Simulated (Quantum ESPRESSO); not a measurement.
Runs of Quantum ESPRESSO 7.5 on FeSi2 (Linzhiite). It takes space group P4/mmm (No. 123, tetragonal). The conventional cell has a = 2.684 Å, b = 2.684 Å, c = 5.128 Å, α = 90.00°, β = 90.00°, γ = 90.00°. Around Fe (site symmetry 4/mmm) lie 8 Si at 2.35 Å and 4 Fe at 2.68 Å. Si (site symmetry 4mm) is surrounded by 4 Fe at 2.35 Å and 5 Si at 2.36 to 2.68 Å. 

```tsv
U	gap on the mesh (eV)	pressure (GPa)	moment (μB)	largest force (eV/Å)
Fe d U = 5 eV	none	14.6	(b)	1.24
Fe d U = 8 eV	none	27.7	2.23	2.03
Fe d U = 1 eV	none	-2.1	0.13	0.24
Fe d U = 4 eV	none	9.4	1.57	0.79
Fe d U = 2 eV	none	-2.5	0.13	(a)
Fe d U = 6 eV	none	18.5	1.90	1.46
```

Alike in all rows: task projected density of states; level PBEsol+U; potentials or basis GBRV 1.5 PBEsol; spin collinear, ferromagnetic start; cell as given; k mesh 8 × 8 × 4; cutoff (eV) 762; smearing fermi-dirac 0.05 eV.

Q: Estimate the missing entries.

A: (a) 0.21; (b) 1.76.

Caveats: the U is typed as a test and isn't derived for this compound; forces of over 1 eV/Å show positions far from the minimum, so gaps and moduli don't describe the material at rest (some runs).

A gap of «none» marks a metal or a gap under the smearing width.
